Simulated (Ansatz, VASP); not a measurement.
## Two plane-wave programs on GdN

```xyz
2
Lattice="0.0000 2.4995 2.4995 2.4995 0.0000 2.4995 2.4995 2.4995 0.0000" Properties=species:S:1:pos:R:3 pbc="T T T"
Gd    2.4995    2.4995    2.4995
N     0.0000    0.0000    0.0000
```

Alike in both runs: task single point; functional r2SCAN; k mesh 7 × 7 × 7; occupations gaussian, width 0.05 eV; collinear spin; Hubbard terms Gd f U = 3.0 eV.

|  | VASP | Ansatz |
| --- | --- | --- |
| version | VASP 6.6.1 | Ansatz 0.2.0 |
| potentials or method | VASP PAW PBE potentials, release 64 (Gd, N) | scalar-relativistic, plane waves, PAW |
| plane-wave cutoff (eV) | 520 | 500 |
| valence electrons in the cell | 23 | 23 |

|  | VASP | Ansatz | Ansatz less VASP |
| --- | --- | --- | --- |
| gap on the k mesh at the Fermi level (eV) | none | none | - |
| pressure (GPa) | -1.4 | -1.4 | -0.09 |
| net moment per atom (μB) | 3.50 | 3.50 | 0.000 |
| size of the moment on the site where the two differ most (μB) | 6.82 | 6.96 | +0.139 |

Site moments also hang on the region over which each program counts them. The programs project onto different local orbitals, so the same U acts differently. A gap of «none» marks a metal or a gap that the smearing closes. Ansatz warned: «filled_band_counts_differ_across_k_points».

Caveats: the PAW data sets were made with another functional, which shifts forces and pressure a little (VASP); spin-orbit coupling is left out, which moves the levels of the heavy elements; a cell with one magnetic atom can't hold antiferromagnetic order, which such compounds often take. The state reached can hang on the start; a lower one may exist.
